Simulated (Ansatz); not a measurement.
Input and command of a plane-wave DFT calculation in Ansatz:

```yaml
crystal:
  lattice:
    - [-3.8109987816, 0.0, 0.0]
    - [-1.9054993908, -3.3004217586, 0.0]
    - [-3.3344333839, -1.9251360118, 12.468]
  atoms:
    - { symbol: Zn, position: [-0.0479990417, -0.0479990417, 0.65375] }
    - { symbol: Zn, position: [0.2436509583, 0.2436509583, 0.15375] }
    - { symbol: Zn, position: [0.1395092917, 0.1395092917, 0.90375] }
    - { symbol: Zn, position: [0.4311592917, 0.4311592917, 0.40375] }
    - { symbol: S, position: [-0.1602842917, -0.1602842917, 0.84625] }
    - { symbol: S, position: [0.1313657083, 0.1313657083, 0.34625] }
    - { symbol: S, position: [0.6105240417, 0.6105240417, 0.09625] }
    - { symbol: S, position: [0.3188740417, 0.3188740417, 0.59625] }
basis:
  ecutwfc: 420
kpoints:
  mp_grid: { grid: [8, 8, 3] }
hamiltonian:
  xc: pbe
scf:
  occupations: { method: gaussian, width: 0.05 }
output:
  forces: true
  stress: true
  eigenvalues: true
  write_density: true
  write_potential: true
  elf: true
  volumetric_format: npy
```

```bash
ansatz run input.yaml --threads 2 --pin off --max-ram 5120MiB --backend cpu --events-out ev --progress --plain --runs-dir out
```

Processor: Intel(R) Xeon(R) Platinum 8488C (Sapphire Rapids), 2 threads, on a host shared with other jobs.

**Question.** How long does it run, and how much memory does it take?

**Answer.** About 18 s on 2 threads of Intel(R) Xeon(R) Platinum 8488C (Sapphire Rapids), on a shared host, peak memory 0.6 GiB. It solves 44 bands at 57 k points (the mesh reduced by symmetry) with about 3059 plane waves, in 8 SCF iterations.
